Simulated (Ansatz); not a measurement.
SnSe, 2 atoms in the cell. The structure is cubic, space group Fm-3m (No. 225). The conventional cell has a = 6.020 Å, b = 6.020 Å, c = 6.020 Å, α = 90.00°, β = 90.00°, γ = 90.00°. Sn (site symmetry m-3m) is surrounded by 6 Se at 3.01 Å. Se (site symmetry m-3m) is surrounded by 6 Sn at 3.01 Å. Measurements of this composition are mostly on another form, of space group No. 62.

| Item | Value |
| --- | --- |
| Program | Ansatz 0.2.0 |
| Task | band structure |
| Functional | LDA |
| Potentials or basis | all-electron LAPW, relativistic spinors |
| Cutoff | 190 eV (chosen from the basis error) |
| Basis error allowed | 0.001 eV/atom |
| k mesh | 6 × 6 × 6 |
| Occupations | fermi-dirac, width 0.05 eV |
| Spin | spin-orbit coupling, no magnetisation |

Potentials or basis: all-electron LAPW, relativistic spinors.

The run is started by

```console
$ ansatz run input.yaml --threads 1 --pin off --max-ram 3072MiB --backend cpu --events-out ev --progress --plain --runs-dir out
```

Hardware: 1 thread of Intel(R) Xeon(R) Platinum 8375C CPU @ 2.90GHz (Ice Lake), on a shared host.

Task: Estimate the wall time of this run.

Result: Run time: 33 s on 1 thread of Intel(R) Xeon(R) Platinum 8375C CPU @ 2.90GHz (Ice Lake) (shared host), peak memory 0.44 GiB. Counts: scf iterations 7, plane waves 331, k points 16, bands 56.
